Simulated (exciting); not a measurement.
Wanted: the native input for an exciting (release sodium) run.

| Property | Result |
| --- | --- |
| Task | single point |
| Functional | PBE |
| Potentials or basis | all-electron LAPW+lo, shipped species files, valence relativity iora* |
| rgkmax | 9 |
| k mesh | 11 × 11 × 11 |
| Occupations | gaussian, width 0.021 eV |
| Spin | no spin polarisation |
| outputlevel | normal |
| gmaxvr (cutoff of density and potential) | 14 1/bohr |
| lmaxapw (and lmaxmat) | 10 |
| lmaxvr | 8 |
| nempty | 12 |
| Valence relativity | iora* |
| epsengy | 1e-05 Ha |
| epspot | 1e-05 Ha |
| maxscl | 60 |
| Muffin-tin radii | Ta 2.3 bohr |

The system is Ta.

```
CELL_PARAMETERS angstrom
-1.65128 1.65128 1.65128
1.65128 -1.65128 1.65128
1.65128 1.65128 -1.65128
ATOMIC_POSITIONS crystal
Ta 0.00000 0.00000 0.00000
```

One way to write it, as run:

input.xml

```xml
<input>
  <title>Ta</title>
  <structure speciespath="./" tshift="false">
    <crystal scale="1">
      <basevect>-3.120466955072 3.120466955072 3.120466955072</basevect>
      <basevect>3.120466955072 -3.120466955072 3.120466955072</basevect>
      <basevect>3.120466955072 3.120466955072 -3.120466955072</basevect>
    </crystal>
    <species speciesfile="Ta.xml" rmt="2.3">
      <atom coord="0.000000000000 0.000000000000 0.000000000000"/>
    </species>
  </structure>
  <groundstate do="fromscratch" ngridk="11 11 11" rgkmax="9" gmaxvr="14" lmaxapw="10" lmaxmat="10" lmaxvr="8" xctype="GGA_PBE" stype="Gaussian" swidth="0.00077174" nempty="12" ValenceRelativity="iora*" epsengy="1e-05" epspot="1e-05" maxscl="60" tforce="true" outputlevel="normal"/>
</input>
```

Potentials or basis: all-electron LAPW+lo, shipped species files, valence relativity iora*.

Run with:

```bash
$ OMP_NUM_THREADS=1 exciting_smp
```

It gave:

* Band gap on the k mesh: none (metal or under the smearing width)
* All electrons inside the program's atomic spheres: Ta 70.23 (radii Ta 2.3 bohr)

It took 29 s on 1 thread of Arm Neoverse V1 (shared host), peak memory 0.1 GiB.
